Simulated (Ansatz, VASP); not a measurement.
**One calculation of Ge, two programs**

File INCAR:

```
  PREC = Accurate
  ENCUT = 520
  EDIFF = 1E-6
  ISMEAR = -1
  SIGMA = 0.1
  LREAL = F
  LASPH = T
  NELM = 80
  ALGO = Normal
  ISIF = 2
  LWAVE = F
  LCHARG = F
  GGA = B5
  ALDAX = 1.0
  AGGAX = 1.0
  AGGAC = 1.0
  ALDAC = 0.0
  NBANDS = 13
```

KPOINTS

```
Automatic mesh
0
Gamma
  14 14 14
```

Contents of POSCAR:

```
Ge
1.0
    0.0000000000      2.1572933192      2.1572933192
    2.1572933192      0.0000000000      2.1572933192
    2.1572933192      2.1572933192      0.0000000000
Ge
1
Direct
    0.0000000000      0.0000000000      0.0000000000
```

Input for Ansatz:

```yaml
crystal:
  lattice:
    - [0.0, 2.1572933192, 2.1572933192]
    - [2.1572933192, 0.0, 2.1572933192]
    - [2.1572933192, 2.1572933192, 0.0]
  atoms:
    - { symbol: Ge, position: [0.0, 0.0, 0.0] }
hamiltonian:
  xc: blyp
  pseudopotentials:
    kind: paw
    azcp:
      Ge: "pseudopotentials/Ge.paw.azcp"
basis:
  ecutwfc: 420
  fft_grid_basis: typed
kpoints:
  mp_grid: { grid: [14, 14, 14], shift: [0, 0, 0] }
magnetization:
  spin_polarized: false
scf:
  occupations: { method: fermi_dirac, width: 0.1 }
  lower_state_search: "off"
output:
  stress: true
```

Alike in both runs: task single point; functional BLYP; k mesh 14 × 14 × 14; occupations fermi-dirac, width 0.1 eV; no spin polarisation.

```csv
,VASP,Ansatz
version,VASP 6.6.1,Ansatz 0.2.0
potentials or method,"VASP PAW PBE potentials, release 64 (Ge_d)","plane waves (420 eV) with PAW, scalar-relativistic"
plane-wave cutoff (eV),520,420
valence electrons in the cell,14,14
```

```tsv
	VASP	Ansatz	Ansatz less VASP
pressure (GPa)	4.8	4.8	+0.06
```

Caveats: the PAW data sets were made with another functional, which shifts forces and pressure a little (VASP).
